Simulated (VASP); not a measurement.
# LiCl (Pm-3m) in VASP: dielectric tensor with PBE

Aim: the dielectric tensor of LiCl with PBE.

Everything below comes from runs of VASP 6.6.1. Logs are shortened: lines on timing, memory, paths and dates and some standing lists are left out, and cuts for length are marked.

**1. The crystal as given**

The structure is cubic, space group Pm-3m (No. 221). Conventional cell: a = 3.271 Å, b = 3.271 Å, c = 3.271 Å, α = 90.00°, β = 90.00°, γ = 90.00°. Li (site symmetry m-3m) is surrounded by 8 Cl at 2.83 Å. Cl (site symmetry m-3m) is surrounded by 8 Li at 2.83 Å.

The cell was built by a generator and needn't be a form met in nature.

**2. Dielectric tensor, PBE**

File INCAR:

```
SYSTEM = LiCl
PREC     = Accurate       ! precision mode
ENCUT    = 520            ! plane-wave cutoff, eV
EDIFF    = 1E-8           ! SCF threshold, eV
ISMEAR   = 0              ! smearing method
SIGMA    = 0.01           ! smearing width, eV
LREAL    = .FALSE.        ! projectors in reciprocal space
LASPH    = .TRUE.         ! aspherical terms in the spheres
NELM     = 100            ! most SCF steps
ALGO     = Normal         ! electronic algorithm
ISIF     = 2              ! what is computed and relaxed
LWAVE    = .FALSE.        ! write WAVECAR
LCHARG   = .FALSE.        ! write CHGCAR
GGA      = PE             ! functional
LEPSILON = .TRUE.         ! dielectric tensor by DFPT
```

File KPOINTS:

```
Automatic mesh
0
G
  6 6 6
  0 0 0
```

File POSCAR:

```
LiCl
1.0
    3.2711235786      0.0000000000      0.0000000000
    0.0000000000      3.2711235786      0.0000000000
    0.0000000000      0.0000000000      3.2711235786
Li Cl
1 1
Direct
    0.0000000000      0.0000000000      0.0000000000
    0.5000000000      0.5000000000      0.5000000000
```

Potentials or basis: VASP PAW PBE potentials, release 64 (Li_sv, Cl).

Run with:

```sh
$ cat potpaw_PBE.64/Li_sv/POTCAR potpaw_PBE.64/Cl/POTCAR > POTCAR
$ mpirun -np 1 vasp_std > vasp.out
```

OUTCAR:

```text
SYSTEM = LiCl
   PREC = Accurate
   ENCUT = 520
   EDIFF = 1E-8
   ISMEAR = 0
   LREAL = .FALSE.
   LASPH = .TRUE.
   NELM = 100
   ISIF = 2
   GGA = PE
   LEPSILON = .TRUE.

 ion  position               nearest neighbor table
   1  0.000  0.000  0.000-
   2  0.500  0.500  0.500-

  LATTYP: Found a simple cubic cell.
 ALAT       =     3.2711235786

  Lattice vectors:

 A1 = (   3.2711235786,   0.0000000000,   0.0000000000)
 A2 = (   0.0000000000,   3.2711235786,   0.0000000000)
 A3 = (   0.0000000000,   0.0000000000,   3.2711235786)

Analysis of symmetry for initial positions (statically):
=====================================================================
 Subroutine PRICEL returns:
 Original cell was already a primitive cell.

 Routine SETGRP: Setting up the symmetry group for a
 simple cubic supercell.

 Subroutine GETGRP returns: Found 48 space group operations
 (whereof 48 operations were pure point group operations)
 out of a pool of 48 trial point group operations.

The static configuration has the point symmetry O_h .

Analysis of symmetry for dynamics (positions and initial velocities):
=====================================================================
 Subroutine PRICEL returns:
 Original cell was already a primitive cell.

 Routine SETGRP: Setting up the symmetry group for a
 simple cubic supercell.

 Subroutine GETGRP returns: Found 48 space group operations
 (whereof 48 operations were pure point group operations)
 out of a pool of 48 trial point group operations.

The dynamic configuration has the point symmetry O_h .

 Subroutine INISYM returns: Found 48 space group operations
 (whereof 48 operations are pure point group operations),
 and found     1 'primitive' translations

----------------------------------------------------------------------------------------
[... 387 lines left out ...]
  energy-cutoff  :      520.00
  volume of cell :       35.00
      direct lattice vectors                 reciprocal lattice vectors
     3.271123579  0.000000000  0.000000000     0.305705357  0.000000000  0.000000000
     0.000000000  3.271123579  0.000000000     0.000000000  0.305705357  0.000000000
     0.000000000  0.000000000  3.271123579     0.000000000  0.000000000  0.305705357

 POSITION                                       TOTAL-FORCE (eV/Angst)
 -----------------------------------------------------------------------------------
      0.00000      0.00000      0.00000         0.000000      0.000000      0.000000
      1.63556      1.63556      1.63556         0.000000      0.000000      0.000000
 -----------------------------------------------------------------------------------
    total drift:                                0.000000     -0.000000     -0.000000

  FREE ENERGIE OF THE ION-ELECTRON SYSTEM (eV)
  ---------------------------------------------------
  free  energy   TOTEN  =        -6.8204423551 eV

  energy  without entropy=       -6.8204423551  energy(sigma->0) =       -6.82044236

 HEAD OF MICROSCOPIC STATIC DIELECTRIC TENSOR (INDEPENDENT PARTICLE, excluding Hartree and local field effects)
 ------------------------------------------------------
           3.491138     0.000000    -0.000000
           0.000000     3.491138     0.000000
           0.000000     0.000000     3.491138
 ------------------------------------------------------

 Free energy of the ion-electron system (eV)
  ---------------------------------------------------
  ---------------------------------------------------
  free energy    TOTEN  =        -0.23470829 eV

  energy without entropy =       -0.23470829

------------------------ aborting loop because EDIFF is reached ----------------------------------------

--------------------------------------- Ionic step        2  -------------------------------------------

------------------------ aborting loop because EDIFF is reached ----------------------------------------

--------------------------------------- Ionic step        3  -------------------------------------------

 Free energy of the ion-electron system (eV)
  ---------------------------------------------------
  ---------------------------------------------------
  free energy    TOTEN  =        -0.23470825 eV

  energy without entropy =       -0.23470825

------------------------ aborting loop because EDIFF is reached ----------------------------------------

 PIEZOELECTRIC TENSOR FIELD DIRECTION 3  (e Angst)
 -----------------------------------------------------------------------------
    -0.00036  0.00000 -0.00000           (  0.00000  0.00000 -0.00000)
     0.00000 -0.00036  0.00000           (  0.00000  0.00000  0.00000)
    -0.00000  0.00000  0.00055           ( -0.00000  0.00000  0.00001)

 PIEZOELECTRIC TENSOR FIELD DIRECTION 3  (C/m^2)
 -----------------------------------------------------------------------------
    -0.00017  0.00000 -0.00000
     0.00000 -0.00017  0.00000
    -0.00000  0.00000  0.00025

 MACROSCOPIC STATIC DIELECTRIC TENSOR (including local field effects in DFT)
 ------------------------------------------------------
           3.151829     0.000000     0.000000
           0.000000     3.151829     0.000000
           0.000000     0.000000     3.151829
 ------------------------------------------------------

 PIEZOELECTRIC TENSOR (including local field effects)  for field in x, y, z        (e  Angst)
          XX          YY          ZZ          XY          YZ          ZX
  --------------------------------------------------------------------------------
  x     0.00000     0.00000     0.00000     0.00000     0.00000     0.00000
  y     0.00000     0.00000     0.00000     0.00000     0.00000     0.00000
  z     0.00000     0.00000     0.00000     0.00000     0.00000     0.00000

 PIEZOELECTRIC TENSOR (including local field effects)  for field in x, y, z        (C/m^2)
          XX          YY          ZZ          XY          YZ          ZX
  --------------------------------------------------------------------------------
  x     0.00000     0.00000     0.00000     0.00000     0.00000     0.00000
  y     0.00000     0.00000     0.00000     0.00000     0.00000     0.00000
  z     0.00000     0.00000     0.00000     0.00000     0.00000     0.00000

 BORN EFFECTIVE CHARGES (including local field effects) (in |e|, cummulative output)
 ---------------------------------------------------------------------------------
 ion    1
    1     1.30716     0.00000     0.00000
    2     0.00000     1.30716    -0.00000
    3     0.00000    -0.00000     1.30716
 ion    2
    1    -1.30716    -0.00000    -0.00000
    2     0.00000    -1.30716     0.00000
    3    -0.00000     0.00000    -1.30716
```

OSZICAR:

```text
N       E                     dE             d eps       ncg     rms          rms(c)
[... 12 lines left out ...]
RMM:   7    -0.234645981686E+00   -0.44836E-03   -0.55100E-04  1409   0.708E-02    0.198E-03
RMM:   8    -0.234725440587E+00   -0.79459E-04    0.57583E-04  1566   0.283E-02    0.192E-03
RMM:   9    -0.234706949806E+00    0.18491E-04    0.43334E-04  1551   0.135E-02    0.150E-03
RMM:  10    -0.234709390327E+00   -0.24405E-05    0.19225E-04  1617   0.567E-03    0.111E-03
RMM:  11    -0.234709575597E+00   -0.18527E-06    0.97323E-05  1575   0.261E-03    0.404E-04
RMM:  12    -0.234708940449E+00    0.63515E-06    0.32923E-05  1574   0.121E-03    0.549E-05
RMM:  13    -0.234708858665E+00    0.81784E-07    0.14283E-05  1329   0.609E-04    0.713E-05
RMM:  14    -0.234708142031E+00    0.71663E-06    0.34331E-06  1345   0.399E-04    0.544E-05
RMM:  15    -0.234708249739E+00   -0.10771E-06    0.18095E-06   987   0.294E-04    0.162E-06
```

Run time: 56 s. Hardware: 1 thread of AMD EPYC 9R45 (Zen 5), shared host; peak memory 0.13 GiB.

Results:

| Property | Result |
| --- | --- |
| Band gap on the k mesh | 4.43 eV, indirect (least direct gap 5.22 eV) |
| Electronic dielectric tensor (diagonal) | 3.15 |
| Born charges (mean of the diagonal) | Li +1.31; Cl -1.31 e |

Levels at points of the mesh, in eV from the valence-band top:
```
           k point  band 2  band 3  band 4  band 5  band 6  band 7  band 8  band 9
(0.00, 0.00, 0.00)  -14.24   -0.82   -0.82   -0.82    4.43    8.69    8.69   13.21
(0.50, 0.00, 0.00)  -13.72   -3.95   -0.35   -0.35    5.85    9.51   10.22   10.22
(0.50, 0.50, 0.00)  -13.21   -3.33   -3.33    0.00    5.22    9.82    9.82   10.65
(0.50, 0.50, 0.50)  -12.77   -2.47   -2.47   -2.47    5.19    5.19    5.19   12.02
```

Electronic dielectric tensor:
```
3.15 0.00 0.00
0.00 3.15 0.00
0.00 0.00 3.15
```

Born effective charge tensors (e):
atom 1, Li
```
1.31 0.00 0.00
0.00 1.31 0.00
0.00 0.00 1.31
```
atom 2, Cl
```
-1.31  0.00  0.00
 0.00 -1.31  0.00
 0.00  0.00 -1.31
```

 As with any semilocal functional, this PBE gap is likely too small.
